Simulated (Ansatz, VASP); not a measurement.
Mg in VASP and in Ansatz

```xyz
1
Lattice="2.7166 0.0000 0.0000 -1.3583 2.3527 0.0000 0.0000 0.0000 2.7329" Properties=species:S:1:pos:R:3 pbc="T T T"
Mg    0.0000    0.0000    0.0000
```

Alike in both runs: task relaxation of shape and atoms at fixed volume; functional PBE; k mesh 14 × 14 × 13; occupations fermi-dirac, width 0.1 eV; no spin polarisation.

|  | VASP | Ansatz |
| --- | --- | --- |
| version | VASP 6.6.1 | Ansatz 0.2.0 |
| potentials or method | VASP PAW PBE potentials, release 64 (Mg) | PAW with Ansatz's default frozen-core files, scalar-relativistic |
| plane-wave cutoff (eV) | 600 | 420 |
| valence electrons in the cell | 2 | 10 |

|  | VASP | Ansatz | Ansatz less VASP |
| --- | --- | --- | --- |
| relaxed volume (Å³/atom) | 17.47 | 17.47 | 0.000 |
| relaxed cell length with the largest relative difference (Å) | 2.640 | 2.640 | +0.0004 |
| energy change over the relaxation (meV/atom) | -20 | -20 | +0.4 |

The two sets of potentials don't hold the same shells in valence.
